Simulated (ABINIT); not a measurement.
## PbS in ABINIT: convergence with cutoff

Input of the first run (cutoff 8 Ha); the others differ in this setting and in those tied to it:

Contents of run.abi:

```
# Pseudopotentials
pp_dirpath "./"
pseudos "Pb.GGA_PBE-JTH_sp.xml, S.GGA_PBE-JTH.xml"

# Structure
acell 6.3420691685 6.3420691685 4.27932094 Angstrom
rprim
     0.3279612126    -0.9446911892     0.0000000000
     0.3279612126     0.9446911892     0.0000000000
     0.0000000000     0.0000000000     1.0000000000
ntypat 2
znucl 82 16
natom 4
typat 1 1 2 2
xred
     0.1305633500     0.8694366500     0.2500000000
     0.8694366500     0.1305633500     0.7500000000
     0.3547970900     0.6452029100     0.2500000000
     0.6452029100     0.3547970900     0.7500000000
chkprim 0
chksymtnons 0
tolsym 1.0e-6

# Plane-wave basis
ecut 8.0
pawecutdg 54.0
pawxcdev 0

# k points
kptopt 1
ngkpt 7 7 6
nshiftk 1
shiftk 0.0 0.0 0.0

# Exchange and correlation
ixc -106131

# Bands and occupations
nband 14
occopt 3
tsmear 0.05 eV

# SCF cycle
nstep 100
tolvrs 1.0e-9

# Output
iomode 3
prtwf 0
prtden 0
prteig 0
prtebands 0
enunit 1
```

Potentials or basis: JTH PAW PBE v2.0 sp.

The run is started by

```bash
$ abinit run.abi > log 2>&1
```

Measurements of this composition are mostly on another form, of space group No. 225.

Hardware: 1 thread of Arm Neoverse V2, with other jobs on the host.

```csv
cutoff,"energy less the tightest run, at zero smearing (meV/atom)",largest force (eV/Å),gap on the mesh (eV),SCF cycles,CPU time (s),peak memory (GiB)
8 Ha,73.08,0.387,1.294,13,35,0.21
10 Ha,15.58,0.376,1.291,14,46,0.22
12 Ha,5.00,0.370,1.286,14,60,0.24
14 Ha,3.17,0.366,1.282,13,77,0.25
17 Ha,1.68,0.363,1.279,13,92,0.27
20 Ha,0.71,0.362,1.278,16,150,0.3
23 Ha,0.40,0.361,1.277,17,170,0.32
27 Ha,0.25,0.361,1.277,16,220,0.36
32 Ha,0.00,0.361,1.277,18,310,0.42
```

Against the tightest run, the energy stays within 1 meV/atom from 20 Ha on; the largest force stays within 0.005 eV/Å from 17 Ha on; the gap on the mesh stays within 0.01 eV from 12 Ha on. The tightest run that finished is the yardstick and may itself not be fully converged.

Caveat, for the tightest run too: the PAW data sets were made with another functional, which shifts forces and pressure a little; spin-orbit coupling is left out, which as a rule narrows the gap of such compounds by several tenths of an eV; this set keeps more shells in the core, which shifts pressures and gaps; an odd mesh through Γ misses points on the zone boundary, where band edges often lie.
